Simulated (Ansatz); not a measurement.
# Cu (P6_3/mmc) in Ansatz: further runs

One crystal, Cu, is run at these levels: PBE; tasks: single point.

Everything below comes from runs of Ansatz 0.2.0. Logs are shortened: lines on timing, memory, paths and dates and some standing lists are left out, and cuts for length are marked.

## 1. The structure

The structure is hexagonal, space group P6_3/mmc (No. 194). Conventional cell: a = 2.534 Å, b = 2.534 Å, c = 4.113 Å, α = 90.00°, β = 90.00°, γ = 120.00°. Cu (site symmetry -6m2) is surrounded by 12 Cu at 2.52 to 2.53 Å.

This isn't the form of Cu at room conditions, which is fcc.

## 2. Single point, PBE

The input, input.yaml:

```yaml
crystal:
  lattice:
    - [2.5340966698, 0.0, 0.0]
    - [-1.2670483349, 2.1945920917, 0.0]
    - [0.0, 0.0, 4.112571]
  atoms:
    - { symbol: Cu, position: [0.6666666667, 0.3333333333, 0.75] }
    - { symbol: Cu, position: [0.3333333333, 0.6666666667, 0.25] }
hamiltonian:
  xc: pbe
  pseudopotentials: { kind: paw }
kpoints:
  mp_grid: { grid: [12, 12, 7] }
scf:
  occupations: { method: gaussian, width: 0.013 }
output:
  forces: true
  stress: true
  eigenvalues: true
```

Potentials or basis: Ansatz PAW.

Started as:

```sh
$ ansatz run input.yaml --threads 2 --pin off --max-ram 5632MiB --backend cpu --events-out ev --progress --plain --runs-dir out
```

Standard output:

```text
Warning: RAYON_NUM_THREADS=2 ignored (pool sized by the plan → 2); use --threads N
Engine: ansatz 0.2.0, aarch64-unknown-linux-gnu
Pseudopotentials: kind: paw
Pseudopotential: Cu, paw, valence charge 19, recommended cutoff 420 eV (normal), Cu.paw.azcp
Functional definition: PBE
  parameter kappa = 0.804
  parameter beta = 0.06672455060314922
  exchange = pbe_x(kappa = kappa, mu = beta*pi^2/3)
  correlation = pbe_c(beta = beta)
Crystal: 2 atoms, lattice volume = 22.871 Å³
Basis set: ecut = 420 eV, 451 PW (Γ), exchange–correlation on 36×36×60 points (8 copies of the dense FFT grid, shifted against one another)
Bands: 23, of which v1, the nominal top of the filled ones, is band 19 counted from 1 (18 counted from 0)
Symmetry: 24 space group operations
Space group: P63/mmc (ITA 194), of the structure as read, at distance tolerance 2.8e-5 Å
k-points: 76 of 1008
Non-local potential: Cu, projectors of the file, l = 0: 3, l = 1: 2, l = 2: 3, l = 3: 1
PAW form: soft (Blöchl's): semilocal exchange-correlation on the pseudo side does not see the compensation charge
PAW one-centre angular grid: Cu, 590 points (default); XC on 64 Gauss nodes
Initial density: superposition of atomic densities (neutral atoms: chi_scale 0, normalization atom), corrected by the library's trained network
Initial wavefunctions: pseudopotential atomic-orbital guess
Functional: x = pbe(κ = 0.804, μ = 0.2195149727645171), c = pbe(β = 0.06672455060314922)
SCF iter   1: F=—  HF=-13250.291943 eV  |F-HF|=—  |Δ(HF+E_count)|=         —  Δρ=1.74e-3  dr2=2.63e-4  ethr=1.77e-3  ⟨swp⟩=4.7  Hψ=6704  notcnv=0
preconditioner: auto → none  [insulator: Δε(μ)=0.038 eV  Ē_g=11.117 eV  σ=0.013 eV  W_gap=0.56  n_scr=8 (ndim 8)  ℏωp=36.4 eV  f_vac=0.000  D(μ)=2.01/eV (n_scr^D=22)  ε∞_Penn≈11.7]
SCF iter   2: F=—  HF=-13250.292331 eV  |F-HF|=—  |Δ(HF+E_count)|=   3.87e-4  Δρ=8.11e-4  dr2=4.53e-5  ethr=6.91e-7  ⟨swp⟩=2.6  Hψ=4147  notcnv=0  defer=3
SCF iter   3: F=—  HF=-13250.292379 eV  |F-HF|=—  |Δ(HF+E_count)|=   4.80e-5  Δρ=9.78e-5  dr2=5.85e-7  ethr=1.19e-7  ⟨swp⟩=2.1  Hψ=2402  notcnv=0  defer=3
iter 4 did not close the SCF: its close was put off for the readings that it lacked (scf_convergence_deferred on its scf_iter line)
SCF iter   4: F=-13250.292380 eV  HF=-13250.292380 eV  |F-HF|=1.90e-8  |Δ(HF+E_count)|=   1.04e-6  Δρ=1.93e-5  dr2=3.22e-8  ethr=1.54e-9  ⟨swp⟩=2.1  Hψ=2447  notcnv=0  defer=3
iter 5 did not close the SCF: its close was put off for the readings that it lacked (scf_convergence_deferred on its scf_iter line)
SCF iter   5: F=-13250.292380 eV  HF=-13250.292380 eV  |F-HF|=2.19e-9  |Δ(HF+E_count)|=   2.32e-8  Δρ=2.39e-6  dr2=7.37e-10  ethr=8.46e-11  ⟨swp⟩=2.1  Hψ=2469  notcnv=0  defer=3
SCF iter   6: F=-13250.292380 eV  HF=-13250.292380 eV  |F-HF|=1.64e-11  |Δ(HF+E_count)|=  4.31e-10  Δρ=6.22e-7  dr2=2.89e-11  ethr=1.94e-12  ⟨swp⟩=2.1  Hψ=5482  notcnv=0
SCF 1 converged in 6 iterations: F = -13250.292380 eV  dr2 = 2.89e-11
SCF converged after 6 iterations
Free energy (F): -13250.292380 eV
Harris-Foulkes:  -13250.292380 eV  (|F-HF|=1.64e-11)
Internal energy: -13250.292196 eV  (E = F + TS)
E sigma→0 (E₀):  -13250.292288 eV
Entropy (-TS):   -0.000184 eV (-0.092 meV/atom)
Fermi energy:    17.429502 eV
--- Per-component energies (eV) ---
  E_band       = -694.907461
  E_kinetic    = 600.813809
  E_local      = -7982.539867  (includes V_loc(G=0)·N_el)
  E_nonlocal   = 778.976895
  E_hartree    = 3520.974334
  E_xc         = -179.763838
  E_vxc        = -232.031674  (∫ρ·V_xc dr)
  E_paw        = -3324.916803  (= ΣΔE_a)
  E_vpaw       = -902.075420  (= ΣTr[D̂ρ^β])
  E_aug_tail   = 0.000564  (compensation charges beyond the density's cutoff)
  E_ewald      = -6663.837290
  E_smearing   = -0.000184  (= −TS)
  E_closure    = 0.000000  (closes the sum)
  Σ components = -13250.292380   (vs F -13250.292380, Δ=0.00e0)
--- Forces (eV/Å), atoms counted from 1 ---
  atom   1  Cu     0.00000000    -0.00000000     0.00000000
  atom   2  Cu     0.00000000     0.00000000    -0.00000000
  max |Σ_I F_I| component: 9.25e-18 eV/Å
--- Stress (GPa, compression-positive) ---
        7.218538      -0.000000       0.000000
       -0.000000       7.218538      -0.000000
        0.000000      -0.000000       7.524083
  P = ⅓ Tr σ = 7.3204 GPa (73.204 kbar)
--- Band table (eV; the first three rows and the last of 76) ---
  k-point 0: bands = ["-95.1716", "-95.1551", "-52.6025", "-52.4932", "-52.4932", "-52.4782", "-52.4742", "-52.4742", "7.8132", "12.2123", "14.3927", "14.4367", "14.4367", "14.6635", "14.6635", "14.9394", "14.9394", "15.7503", "15.7503", "16.3843", "21.4819", "38.9991", "39.4322"]
  k-point 1: bands = ["-95.1708", "-95.1559", "-52.5964", "-52.4922", "-52.4922", "-52.4844", "-52.4751", "-52.4751", "8.0053", "12.0935", "14.3536", "14.3994", "14.3994", "14.6239", "14.6239", "15.0292", "15.0292", "15.6155", "15.7401", "15.7401", "22.7378", "39.0052", "39.6234"]
  k-point 2: bands = ["-95.1685", "-95.1583", "-52.5793", "-52.5018", "-52.4896", "-52.4896", "-52.4777", "-52.4777", "8.5701", "11.5786", "14.2528", "14.3541", "14.3541", "14.5287", "14.5287", "14.5748", "15.2212", "15.2212", "15.6944", "15.6944", "25.3868", "35.8588", "39.1664"]
  k-point 75: bands = ["-95.1518", "-95.1518", "-52.5735", "-52.5735", "-52.5512", "-52.5432", "-52.5021", "-52.5021", "13.4168", "13.4168", "13.4758", "13.5714", "14.0980", "14.0980", "14.9045", "15.0544", "15.7724", "15.7724", "21.4987", "21.4987", "22.4801", "23.7647", "24.6839"]
```

It took 0.98 s on 2 threads of Arm Neoverse V2, shared host; peak memory 0.3 GiB.

What came out:

| Property | Result |
| --- | --- |
| Free energy | -13250.2924 eV |
| Pressure | 7.3 GPa |
| Band gap on the k mesh | none (metal or under the smearing width) |

Levels at points of the mesh, in eV from the Fermi level:
| k point | band 17 | band 18 | band 19 | band 20 | band 21 | band 22 |
| --- | --- | --- | --- | --- | --- | --- |
| (0.00, 0.00, 0.00) | -2.49 | -1.68 | -1.68 | -1.05 | 4.05 | 21.57 |
| (0.00, -0.50, 0.00) | -1.52 | -1.48 | 0.04 | 1.64 | 7.95 | 8.37 |

## 3. Single point, PBE

Edit input.yaml of step 2 so:

```diff
@@ -14,3 +14,3 @@
 scf:
-  occupations: { method: gaussian, width: 0.013 }
+  occupations: { method: gaussian, width: 0.014 }
 output:
```

Potentials or basis: Ansatz PAW.

Started as:

```sh
$ ansatz run input.yaml --threads 2 --pin off --max-ram 5632MiB --backend cpu --events-out ev --progress --plain --runs-dir out
```

Run time: 0.98 s. Hardware: 2 threads of Arm Neoverse V2, shared host; peak memory 0.3 GiB.

It converged, with:

```
Free energy            : -13250.2924 eV
Pressure               : 7.3 GPa
Band gap on the k mesh : none (metal or under the smearing width)
```

Stress tensor (GPa, compression positive):
```
7.21 0.00 0.00
0.00 7.21 0.00
0.00 0.00 7.53
```

Levels at points of the mesh, in eV from the Fermi level:
```tsv
k point	band 16	band 17	band 18	band 19	band 20	band 21	band 22	band 23
(0.00, 0.00, 0.00)	-2.49	-2.49	-1.68	-1.68	-1.05	4.05	21.57	22.00
(0.00, -0.50, 0.00)	-1.59	-1.52	-1.48	0.04	1.64	7.95	8.37	10.94
```
